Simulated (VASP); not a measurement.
Write the native input for VASP 6.6.1 that does the following.

```yaml
Task: single point
Functional: PBE
Potentials_or_basis: VASP PAW PBE potentials, release 54 (Rh_pv)
Cutoff: 520 eV
k_mesh: 12 × 12 × 12
Occupations: gaussian, width 0.05 eV
Spin: no spin polarisation
Further_INCAR_settings: ALGO = Normal; EDIFF = 1e-07; NBANDS = 14
```

The structure of Rh lies in POSCAR:

```
Rh
1.0
    0.0000000000      1.8978500000      1.8978500000
    1.8978500000      0.0000000000      1.8978500000
    1.8978500000      1.8978500000      0.0000000000
Rh
1
Direct
    0.0000000000      0.0000000000      0.0000000000
```

One way to write it, as run:

INCAR

```
SYSTEM = Rh
  PREC = Accurate
  ENCUT = 520
  EDIFF = 1E-7
  ISMEAR = 0
  SIGMA = 0.05
  LREAL = .False.
  LASPH = .True.
  NELM = 60
  ALGO = Normal
  ISIF = 2
  LWAVE = .False.
  LCHARG = .False.
  GGA = PE
  NBANDS = 14
```

KPOINTS

```
regular mesh
0
Gamma
  12 12 12
  0 0 0
```

Potentials or basis: VASP PAW PBE potentials, release 54 (Rh_pv).

The run is started by

```console
$ cat potpaw_PBE.54/Rh_pv/POTCAR > POTCAR
$ mpirun -np 1 vasp_std > vasp.out
```

It gave:

```
Pressure               : 7.3 GPa
Band gap on the k mesh : none (metal or under the smearing width)
```

Run time: 12 s on 1 thread of Intel(R) Xeon(R) Platinum 8488C (Sapphire Rapids), with other jobs on the host, peak memory 0.12 GiB.
